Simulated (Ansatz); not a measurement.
The system is SiC (Moissanite).

```
Si C
1.0
     3.07600    0.00000    0.00000
    -1.53800    2.66389    0.00000
     0.00000    0.00000    5.04800
Si C
2 2
Direct
  0.66667 0.33333 0.50000
  0.33333 0.66667 0.00000
  0.66667 0.33333 0.88500
  0.33333 0.66667 0.38500
```

Base run:

| Property | Result |
| --- | --- |
| Program | Ansatz 0.2.0 |
| Functional | PBE |
| Potentials or basis | all-electron LAPW, scalar-relativistic |
| Cutoff | 356 eV |
| Density cutoff | 1426 eV |
| Basis error allowed | 0.001 eV/atom |
| k mesh | 10 × 10 × 5 |
| Occupations | fermi-dirac, width 0.05 eV |
| Spin | no spin polarisation |

Its results: band gap on the k mesh 2.48 eV, indirect (least direct gap 4.08 eV); pressure 3.7 GPa; largest force 0.752 eV/Å.

Task: The run is repeated on the same cell with these changes: functional from PBE to LDA; basis error allowed from 0.001 eV/atom to 0.002 eV/atom. What comes out?

Result: Band gap on the k mesh 2.37 eV, indirect (least direct gap 3.98 eV); pressure -4.0 GPa; largest force 0.733 eV/Å.

Caveats: an odd mesh through Γ misses points on the zone boundary, where band edges often lie (some runs); the mesh misses the band edges, which the band path finds closer together (some runs).

Not every run made on this cell is shown here.
